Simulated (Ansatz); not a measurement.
# Levels of theory for BN (NiAs type)

All numbers come from the PAW code Ansatz. All values are calculated for a non-magnetic cell, which may be hypothetical.

BN (NiAs type), relaxed with r2SCAN. It is hexagonal, P6_3/mmc (No. 194); a = 2.491 Å, c = 4.001 Å in the conventional setting, 5.38 Å³ an atom. Around B lie 6 N at 1.75 Å; around N lie 6 B at 1.75 Å.

```cif
data_structure
_symmetry_space_group_name_H-M 'P 1'
_symmetry_Int_Tables_number 1
_cell_length_a 2.4913
_cell_length_b 2.4913
_cell_length_c 4.0011
_cell_angle_alpha 90.000
_cell_angle_beta 90.000
_cell_angle_gamma 120.000
_cell_volume 21.51
loop_
_atom_site_label
_atom_site_type_symbol
_atom_site_fract_x
_atom_site_fract_y
_atom_site_fract_z
_atom_site_occupancy
B1 B 0.00000 0.00000 0.00000 1
B2 B 0.00000 0.00000 0.50000 1
N1 N 0.33333 0.66667 0.25000 1
N2 N 0.66667 0.33333 0.75000 1
```

Relaxed lattice by functional, symmetry kept:

| functional | k mesh | a (Å) | c (Å) | volume (Å³/atom) |
| --- | --- | --- | --- | --- |
| PBE | 12×12×6 | 2.500 | 4.022 | 5.44 |
| r2SCAN | 12×12×6 | 2.491 | 4.001 | 5.38 |
| PBEsol | 12×12×6 | 2.483 | 4.004 | 5.35 |
| LDA | 12×12×6 | 2.466 | 3.979 | 5.24 |
| HSE06 | 9×9×4 | 2.471 | 3.986 | 5.27 |

On this one geometry the levels give:
```
                                    level   k mesh  gap (eV)      kind                  edges  least direct gap (eV)        rough cost
                                      LDA  12×12×6      1.68  indirect         Γ–M (0.36) → K                   5.28  1.9 core-seconds
                                      PBE  12×12×6      1.58  indirect         Γ–M (0.33) → K                   5.23    2 core-seconds
                                   r2SCAN  12×12×6      1.82  indirect         Γ–M (0.36) → K                   5.67    4 core-seconds
                                  r2SCANh    9×9×4      2.48  indirect         Γ–M (0.36) → K                   6.44   60 core-seconds
                                    HSE06    9×9×4      2.60  indirect         Γ–M (0.36) → K                   6.56   50 core-seconds
                                 DDH-PBE0    9×9×4      2.39  indirect         Γ–M (0.36) → K                   6.20   70 core-seconds
                                     PBE0    9×9×4      3.33  indirect         Γ–M (0.36) → K                   7.32   50 core-seconds
 G0W0@PBE (64 empty bands, 120 eV, 6×6×4)    6×6×4      2.05         –  Γ–M (0.33) → K (mesh)                      –   19 core-seconds
G0W0@PBE (159 empty bands, 220 eV, 6×6×4)    6×6×4      2.23         –  Γ–M (0.33) → K (mesh)                      –   90 core-seconds
```
PBE: smearing of 0.02 eV; the others have fixed occupations.
Wave cutoffs: 420 eV, 500 eV (r2SCAN, r2SCANh).
Points off the special ones are mesh points or PBE's searched band edges, reused at the other levels. Set aside, since their points miss a band edge that the other levels read or their mesh is too coarse: LC-ωPBE.
The G0W0 gap is PBE's gap over the path plus the quasiparticle shift read on the mesh. G0W0 here is at a finite number of bands, screening cutoff and k mesh, not at the basis limit.
Costs come from shared machines and give only the order; PBE's includes the band path. The runs had 4 threads of Arm Neoverse V2, on a shared host.

HSE06 gives an indirect gap of 2.60 eV, from Γ–M (0.36 of the way from Γ) to K; the least direct gap is 6.56 eV at k = (1/4, 1/4, 1/6). With r2SCAN, at Γ the top three valence levels group as 1+2 from the top, spread over 560 meV.

Set against the finite-basis gap of 2.23 eV from G0W0@PBE (159 empty bands, 220 eV, 6×6×4), the closest functional is DDH-PBE0, which differs by +0.16 eV, at about 19 times r2SCAN's cost; G0W0 itself took about 24 times r2SCAN's cost. The others: r2SCANh +0.25, HSE06 +0.37, r2SCAN -0.41, LDA -0.55, PBE -0.65, PBE0 +1.10 eV. The yardstick still moved by +0.17 eV in its last step of bands and cutoff, so this order can change. r2SCAN covers 24 % of the step from PBE to HSE06, while HSE06 needs about 14 times r2SCAN's cost (on a coarser mesh). All these functionals give a gap of the same kind, indirect.

r2SCAN (ground state on 9×9×6): The electronic dielectric tensor ε∞ is 7.65 along x and y, 8.54 along z. Born charges, averaged over directions: B +3.59, N -3.59 e. PBE (ground state on 9×9×6): The electronic dielectric tensor ε∞ is 8.09 along x and y, 9.22 along z. Born charges, averaged over directions: B +3.58, N -3.58 e.

On the PBEsol cell (a = 2.483 Å, c = 4.004 Å), with PBEsol: 2 optical levels at Γ are imaginary (736i, 519i cm⁻¹, printed negative), so this structure is unstable at this level. By the program's warning the force constants, and with them frequencies and ε⁰, aren't converged on this mesh. The clamped-ion dielectric constant comes out as 8.04 along x and y, 9.24 along z. Born charges, averaged over directions: B +3.55, N -3.55 e.

Coordinates of k points refer to the reciprocal vectors of the primitive cell of the runs.

The meshes of the hybrids are coarse, so their gaps aren't converged to the digits shown.

The splittings at Γ are without spin-orbit coupling, which regroups them where it is of like size or larger.
